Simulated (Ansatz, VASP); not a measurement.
## Ir in VASP and in Ansatz

```
Ir
1.0
     0.00000    2.04418    2.04418
     2.04418    0.00000    2.04418
     2.04418    2.04418    0.00000
Ir
1
Direct
  0.00000 0.00000 0.00000
```

Alike in both runs: task single point; functional BLYP; k mesh 22 × 22 × 22; occupations fermi-dirac, width 0.05 eV; collinear spin.

```csv
,VASP,Ansatz
version,VASP 6.6.1,Ansatz 0.2.0
potentials or method,"VASP PAW PBE potentials, release 64 (Ir)","plane waves (420 eV) with PAW, scalar-relativistic"
plane-wave cutoff (eV),520,420
valence electrons in the cell,9,17
```

Ansatz gave:

```
pressure (GPa)           : -24.6
net moment per atom (μB) : 0.00
```

Question: What did VASP give for the same quantities?

Answer: Pressure (GPa): -23.3; net moment per atom (μB): 0.00.

The functional is the same, so the differences come from potentials, cutoffs and numerics. The two sets of potentials don't hold the same shells in valence. Ansatz warned: «seeded_moment_not_kept».

Caveats: so large a pressure means that the cell lies far from this level's equilibrium, or that cutoff or potentials fall short (VASP); the potentials were made for another functional, which shifts forces and pressure (VASP). Spin-orbit coupling is left out, which matters for the levels of Ir.
